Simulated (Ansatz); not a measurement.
Runs of Ansatz 0.2.0 on LiF (Griceite). Symmetry: Fm-3m, No. 225, cubic system. Conventional cell: a = 4.028 Å, b = 4.028 Å, c = 4.028 Å, α = 90.00°, β = 90.00°, γ = 90.00°. F (site symmetry m-3m) has 6 Li at 2.01 Å as nearest neighbours. Around Li (site symmetry m-3m) lie 6 F at 2.01 Å. 

```tsv
task	level	cutoff (eV)	points for each segment of the path	gap on the mesh (eV)	pressure (GPa)	V0 of scaled cells (Å³/atom)	B0 (GPa)
band structure	r2SCAN	500	14	(b)	-2.1	-	-
band structure	LDA	420	14	8.84	-6.5	-	-
equation of state	r2SCAN	500	-	-	-	7.94	(c)
band structure	PBE	420	14	9.09	2.1	-	-
equation of state	PBEsol	420	-	-	-	(a)	71
```

Alike in all rows: potentials or basis Ansatz PAW; no spin polarisation; cell as given; k mesh 11 × 11 × 11; smearing fermi-dirac 0.05 eV.

Problem. Estimate the missing entries.

Solution. (a) 8.05; (b) 10.06; (c) 77.

Caveats: the PAW data sets come from PBE, with cores solved anew for the run's functional, which leaves a small shift of forces and pressure (some runs); the PAW data sets were made with another functional, which shifts forces and pressure a little (some runs).

